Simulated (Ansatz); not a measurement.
Two Ansatz runs on BAs

The structure comes from a relaxation in the same program, started in the rocksalt type, and has space group Fm-3m. Whether it is a known phase or the ground state wasn't checked.

First run: DFT, PBE, all-electron PAW with datasets made for the crystal, scalar-relativistic (Ansatz 0.2.0).

Command: `ansatz run input.yaml --threads 1 --pin off --max-ram 2048MiB --backend cpu --events-out ev --progress --plain --runs-dir out` The run took about 6.2 s on 1 thread of a shared machine.

```yaml
crystal:
  lattice:
    - [0.0, 2.3068473379, 2.3068473379]
    - [2.3068473379, 0.0, 2.3068473379]
    - [2.3068473379, 2.3068473379, 0.0]
  atoms:
    - { symbol: B, position: [0.0, 0.0, 0.0] }
    - { symbol: As, position: [0.5, 0.5, 0.5] }
kpoints:
  mp_grid: { grid: [14, 14, 14] }
  band_path:
    path:
      - [0.0, 0.0, 0.0]
      - [0.5, 0.0, 0.5]
      - [0.625, 0.25, 0.625]
      - [0.375, 0.375, 0.75]
      - [0.0, 0.0, 0.0]
      - [0.5, 0.5, 0.5]
      - [0.5, 0.25, 0.75]
      - [0.5, 0.0, 0.5]
    npoints: 8
scf:
  occupations: { method: fermi_dirac, width: 0.05 }
hamiltonian:
  xc: pbe
  pseudopotentials: { kind: all_electron, datasets: crystal }
output:
  forces: true
  stress: true
  eigenvalues: true
  efg: { contact_densities: true }
```

Result: converged; pressure 0.00 GPa; no gap on the k mesh; 7 SCF iterations.

The input is then changed:

```diff
@@ -21,5 +21,5 @@
     npoints: 8
 scf:
-  occupations: { method: fermi_dirac, width: 0.05 }
+  occupations: { method: tetrahedron_uncorrected }
 hamiltonian:
   xc: pbe
```

(1) What does the second run give?

Results:

(1) It converged; energy at zero smearing +43.2 meV/atom from the first run; pressure 0.07 GPa; no gap on the k mesh; 6 SCF iterations.
